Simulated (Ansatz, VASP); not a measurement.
**Two plane-wave programs on Y**

The input POSCAR:

```
Y
1.0
    0.0000000000      2.5504522892      2.5504522892
    2.5504522892      0.0000000000      2.5504522892
    2.5504522892      2.5504522892      0.0000000000
Y
1
Direct
    0.0000000000      0.0000000000      0.0000000000
```

File INCAR.step1:

```
SYSTEM = Y
ALGO = Normal
EDIFF = 1E-4
ENCUT = 600
GGA = PE
ISMEAR = 0
LASPH = .True.
LCHARG = .False.
LREAL = .False.
LWAVE = .True.
NELM = 100
PREC = Accurate
SIGMA = 0.1
```

The input INCAR.step2:

```
SYSTEM = Y
ALGO = Normal
EDIFF = 1E-6
EDIFFG = -0.005
ENCUT = 600
IBRION = 2
ISIF = 3
ISMEAR = 0
ISTART = 1
LASPH = .True.
LCHARG = .False.
LMIXTAU = .True.
LREAL = .False.
LWAVE = .False.
METAGGA = R2SCAN
NELM = 100
NSW = 100
PREC = Accurate
SIGMA = 0.1
```

KPOINTS

```
k-points
0
Gamma
  14 14 14
  0 0 0
```

Input for Ansatz:

```yaml
crystal:
  lattice:
    - [0.0, 2.5504522892, 2.5504522892]
    - [2.5504522892, 0.0, 2.5504522892]
    - [2.5504522892, 2.5504522892, 0.0]
  atoms:
    - { symbol: "Y", position: [0.0, 0.0, 0.0] }
basis:
  ecutwfc: 500
kpoints:
  mp_grid: { grid: [14, 14, 14] }
hamiltonian:
  xc: r2scan
scf:
  occupations: { method: gaussian, width: 0.1 }
output:
  forces: true
  stress: true
  eigenvalues: true
relax:
  adjacent_minimum: "off"
  f_tol: 0.005
  max_steps: 80
  cell: { stress_tol: 0.05 }
```

This isn't the form of Y at room conditions, which is hcp.

Alike in both runs: task relaxation of cell and atoms; functional r2SCAN; k mesh 14 × 14 × 14; occupations gaussian, width 0.1 eV; no spin polarisation.

|  | VASP | Ansatz |
| --- | --- | --- |
| version | VASP 6.6.1 | Ansatz 0.2.0 |
| potentials or method | VASP PAW PBE potentials, release 64 (Y_sv) | scalar-relativistic, plane waves, PAW |
| plane-wave cutoff (eV) | 600 | 500 |
| valence electrons in the cell | 11 | 11 |

Ansatz gave:

* gap on the k mesh at the Fermi level, each at its own relaxed structure (eV): none
* relaxed volume (Å³/atom): 33.18
* relaxed cell length with the largest relative difference (Å): 3.607

**Question.** Estimate VASP's values.

**Answer.** gap on the k mesh at the Fermi level, each at its own relaxed structure (eV): none; relaxed volume (Å³/atom): 33.27; relaxed cell length with the largest relative difference (Å): 3.610.

A gap of «none» marks a metal or a gap that the smearing closes.

Caveats: the PAW data sets were made with another functional, which shifts forces and pressure a little (VASP).
